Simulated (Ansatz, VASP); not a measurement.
# Cross-check of Si (Silicon) between VASP and Ansatz, part 2 of 2

Wanted: the spread between two codes on one cell, functional and k mesh. The cell is a member of a volume series, scaled by 0.985 from a relaxed one, so a pressure remains.

VASP 6.6.1 and Ansatz 0.2.0.

So far. Step 3 (Ansatz: single point, PBEsol with D3(BJ), volume scaled …): The run ends at a pressure of 1.38 GPa.

### Step 7. Ansatz: single point, r2SCAN with rVV10, volume scaled by 1.015

Level of this step: Ansatz beside VASP: Kohn-Sham DFT, plane waves, r2SCAN with rVV10 (Ansatz).

The same cell, functional, mesh and smearing now go to Ansatz, which takes its cutoff from its data sets.

The cell is a member of a volume series, scaled by 1.015 from a relaxed one, so a pressure remains.

File input.yaml:

```yaml
crystal:
  lattice:
    - [0.0, 2.72930299, 2.72930299]
    - [2.72930299, 0.0, 2.72930299]
    - [2.72930299, 2.72930299, 0.0]
  atoms:
    - { symbol: Si, position: [0.75, 0.75, 0.75] }
    - { symbol: Si, position: [0.5, 0.5, 0.5] }
hamiltonian:
  xc: r2scan
  pseudopotentials: { kind: paw }
  dispersion: rvv10
kpoints:
  mp_grid: { grid: [8, 8, 8] }
scf:
  occupations: { method: gaussian, width: 0.03 }
  n_extra_bands: 4
output:
  forces: true
  stress: true
  eigenvalues: true
  write_density: true
  write_potential: true
  elf: true
  volumetric_format: npy
```

The run is started by

```bash
$ ansatz run input.yaml --threads 2 --pin off --max-ram 4608MiB --backend cpu --events-out ev --progress --plain --runs-dir out
```

Numbers of over 12 decimals in the logs are rounded to 6 here.

The program printed:

```text
[...]
Crystal: 2 atoms, lattice volume = 40.662 Å³
Basis set: ecut = 500 eV, 1037 PW (Γ), exchange–correlation on 128×128×128 points (64 copies of the dense FFT grid, shifted against one another)
Bands: 8, of which v1, the nominal top of the filled ones, is band 4 counted from 1 (3 counted from 0)
Symmetry: 48 space group operations
[...]
k-points: 29 of 512
[...]
Free energy (F): -1277.196540 eV
[...]
Internal energy: -1277.196540 eV  (E = F + TS)
E sigma→0 (E₀):  -1277.196540 eV
Fermi energy:    6.386641 eV
[...]
--- Stress (GPa, compression-positive) ---
       -1.212139      -0.000000      -0.000000
        0.000000      -1.212139      -0.000000
        0.000000      -0.000000      -1.212139
  P = ⅓ Tr σ = -1.2121 GPa (-12.121 kbar)
--- Band table (eV; the first three rows and the last of 29) ---
[...]
[key lines of the parts left out:]
SCF converged after 6 iterations
```

Wall time 4.1 s (2 threads of Arm Neoverse N1, shared host); peak memory 0.41 GiB.

The run ends at a pressure of -1.21 GPa.

### Step 8. Side by side

What differs besides the data sets and the points named for the pairs above, as far as they apply: VASP keeps PBE cores, Ansatz makes them for the functional; the cutoff is 500 eV in Ansatz and 450 eV in VASP. Total energies have different zeros and are not compared.

Compared:

```csv
quantity,Ansatz,VASP,difference
pressure (GPa),-1.21,-1.43,+0.22
gap on the k mesh (eV),0.790,0.803,-0.013
```

A gap on the mesh is an upper bound, since the band edges may lie between its points.

### Step 9. Ansatz: single point, RPBE, volume scaled by 1.015

A single point gives forces, pressure and levels at one fixed geometry, so differences don't come from the geometry; what else differs is listed under the comparison. The cell compared in this pair holds 42.15 Å³, against 40.66 Å³ for the pair before.

The cell is a member of a volume series, scaled by 1.015 from a relaxed one, so a pressure remains.

input.yaml, the sections that differ from step 7:

```yaml
crystal:
  lattice:
    - [0.0, 2.76231139, 2.76231139]
    - [2.76231139, 0.0, 2.76231139]
    - [2.76231139, 2.76231139, 0.0]
  atoms:
    - { symbol: Si, position: [0.75, 0.75, 0.75] }
    - { symbol: Si, position: [0.5, 0.5, 0.5] }
hamiltonian:
  xc: rpbe
  pseudopotentials: { kind: paw }
output:
  forces: true
  stress: true
  eigenvalues: true
# kpoints, scf: as in step 7
```

The program printed:

```text
[...]
Crystal: 2 atoms, lattice volume = 42.155 Å³
Basis set: ecut = 420 eV, 869 PW (Γ), exchange–correlation on 54×54×54 points (8 copies of the dense FFT grid, shifted against one another)
Bands: 8, of which v1, the nominal top of the filled ones, is band 4 counted from 1 (3 counted from 0)
Symmetry: 48 space group operations
[...]
k-points: 29 of 512
[...]
Free energy (F): -1277.803024 eV
[...]
Internal energy: -1277.803024 eV  (E = F + TS)
E sigma→0 (E₀):  -1277.803024 eV
Fermi energy:    6.161304 eV
[...]
--- Stress (GPa, compression-positive) ---
       -1.006071       0.000000       0.000000
       -0.000000      -1.006071      -0.000000
        0.000000      -0.000000      -1.006071
  P = ⅓ Tr σ = -1.0061 GPa (-10.061 kbar)
--- Band table (eV; the first three rows and the last of 29) ---
[...]
[key lines of the parts left out:]
SCF converged after 6 iterations
```

Elapsed: 0.91 s, on 2 threads; peak memory 0.25 GiB.

The run ends at a pressure of -1.01 GPa.

### Step 10. VASP: single point, RPBE, volume scaled by 1.015

The same cell, functional, mesh and smearing now go to VASP, with its own data sets and cutoff.

The input asks for a relaxation, which ended at its first step since no free force or stress exceeded the threshold; so it serves as a single point.

File INCAR:

```
SYSTEM = Si
PREC = Accurate
ENCUT = 450
EDIFF = 1E-06
NELM = 100
ISMEAR = 0
SIGMA = 0.03
LREAL = .FALSE.
ALGO = Normal
GGA = RP
NBANDS = 10
LORBIT = 11
LWAVE = .FALSE.
LCHARG = .FALSE.
KPAR = 8
IBRION = 2
NSW = 30
ISIF = 4
EDIFFG = -0.01
```

File POSCAR:

```
Si
1.0
    0.0000000000      2.7623113903      2.7623113903
    2.7623113903      0.0000000000      2.7623113903
    2.7623113903      2.7623113903      0.0000000000
Si
2
Direct
    0.7500000000      0.7500000000      0.7500000000
    0.5000000000      0.5000000000      0.5000000000
```

File KPOINTS:

```
Automatic mesh
0
Gamma
8 8 8
0 0 0
```

The projector-augmented-wave data sets are Si (PBE family, release 64).

The run is started by

```bash
$ mpirun -np 8 vasp_std
```

The program printed:

```text
[banner, memory and clock lines left out]
running    8 mpi-ranks, on    1 nodes
[...]
[... a notice as in an earlier step ...]

 [... a notice as in an earlier step ...]

 LDA part: xc-table for (Slater+PW92), standard interpolation
 POSCAR, INCAR and KPOINTS ok, starting setup
[...]
entering main loop
       N       E                     dE             d eps       ncg     rms          rms(c)
DAV:   1     0.575078206073E+01    0.57508E+01   -0.31860E+03   588   0.581E+02
DAV:   2    -0.998483698554E+01   -0.15736E+02   -0.15310E+02   838   0.787E+01
DAV:   3    -0.104299990542E+02   -0.44516E+00   -0.44401E+00   752   0.120E+01
DAV:   4    -0.104331685996E+02   -0.31695E-02   -0.31691E-02   694   0.119E+00
[...]
DAV:  10    -0.103195131283E+02   -0.29009E-04   -0.26191E-05   744   0.355E-02    0.194E-02
DAV:  11    -0.103195284112E+02   -0.15283E-04   -0.35471E-05   646   0.359E-02    0.120E-02
DAV:  12    -0.103195285000E+02   -0.88787E-07   -0.16832E-07   524   0.302E-03
   1 F= -.10319529E+02 E0= -.10319529E+02  d E =-.103195E+02
[...]
reached required accuracy - stopping structural energy minimisation
```

From OUTCAR (step 10):

```text
  Total       -0.3222512     -0.3222512     -0.3222512     -0.0000000      0.0000000     -0.0000000
  in kB      -12.2477774    -12.2477774    -12.2477774     -0.0000000      0.0000000     -0.0000000
  external PRESSURE =     -12.2477774 kB  Pullay stress =       0.0000000 kB

 POSITION                                       TOTAL-FORCE (eV/Angst)
 -----------------------------------------------------------------------------------
      4.14347      4.14347      4.14347        -0.000000     -0.000000     -0.000000
      2.76231      2.76231      2.76231         0.000000      0.000000      0.000000
 -----------------------------------------------------------------------------------
    total drift:                                0.000000      0.000000     -0.000000

  FREE ENERGIE OF THE ION-ELECTRON SYSTEM (eV)
  ---------------------------------------------------
  free  energy   TOTEN  =       -10.3195285000 eV

  energy  without entropy=      -10.3195285000  energy(sigma->0) =      -10.31952850

[... 2 parts as in an earlier step ...]

[... 2 further parts left out ...]
[key lines of the parts left out:]
E-fermi :   5.5704
```

### Step 11. Differences

Compared:

```csv
quantity,Ansatz,VASP,difference
pressure (GPa),-1.01,-1.22,+0.22
gap on the k mesh (eV),0.759,0.758,+0.001
```

A gap on the mesh is an upper bound, since the band edges may lie between its points.

### Step 12. Outcome

```yaml
difference_in_gap_on_the_k_mesh_single_point_pbesol_with_d3_bj_volume_scaled_by_0p985: 0.0052 eV
difference_in_gap_on_the_k_mesh_single_point_r2scan_with_rvv10_volume_scaled_by_1p015: -0.013 eV
difference_in_gap_on_the_k_mesh_single_point_rpbe_volume_scaled_by_1p015: 7.4e-4 eV
```

In words: The difference in gap on the k mesh is -0.013 eV (single point, r2SCAN with rVV10, volume scaled by 1.015), within the 0.08 eV picked in this series as the mark of a large difference. Single point, PBEsol with D3(BJ), volume scaled by 0.985, Ansatz's all-electron LAPW method: the difference in pressure goes from -0.13 to -0.20 GPa; the difference in gap on the k mesh goes from 0.0052 to 0.0084 eV. 1 further run of this series is not shown here. How closely two codes agree says nothing of how well the functional describes the real material.

[Lines on the potential files, build, host, timing and source positions are cut from VASP's logs without a mark.]

[Logs are printed without paths, hosts, clocks, repeated set-up lines and the standing remarks that a program may print on its own settings, such as how far it seeks lower states.]

[Hosts, paths, dates, database ids (printed as entryN), source tags and the programs' standing remarks are cut or masked in the printed files.]
